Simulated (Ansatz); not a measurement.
# Phases of Rh at -6.8 GPa

Structure types of Rh are relaxed in primitive cells with their symmetry kept at -6.8 GPa, first on PAW files, then by LAPW. The enthalpy is E + pV at zero temperature, without zero-point motion. Only the types listed were tried, and differences under about 5 meV/atom are mesh noise.

Computed with Ansatz 0.2.0; functional PBE, scalar-relativistic. Settings: Fermi–Dirac smearing of 0.1 eV, no spin polarisation. Methods: LAPW: all electrons, basis error target 0.5 meV/atom; PAW: frozen-core files, cutoff 420 eV.

k meshes: fcc 17×17×17, bcc 18×18×18, hcp 16×16×9, beta tin 17×17×17, omega 8×8×12, simple hexagonal 17×17×15.

| start type | ends as | a, b, c (Å) | V (Å³/atom) | H − H(lowest), LAPW (meV/atom) |
| --- | --- | --- | --- | --- |
| fcc | fcc, Fm-3m | 3.869, 3.869, 3.869 | 14.47 | 0.0 |
| bcc | bcc, Im-3m | 3.105, 3.105, 3.105 | 14.97 | 335.7 |
| hcp | hcp, P6_3/mmc | 2.753, 2.753, 4.430 | 14.54 | 35.2 |
| beta tin | beta tin, I4_1/amd | 4.842, 4.842, 2.767 | 16.22 | 477.8 |
| omega | omega, P6/mmm | 4.381, 4.381, 2.693 | 14.92 | ? |
| simple hexagonal | simple hexagonal, P6/mmm | 2.668, 2.668, 2.581 | 15.91 | ? |

Question: Give the missing entry: row "omega", column "H − H(lowest), LAPW (meV/atom)".

Answer: 210.6.

Question: Fill in "H − H(lowest), LAPW (meV/atom)" for the row "simple hexagonal".

Answer: 440.1.
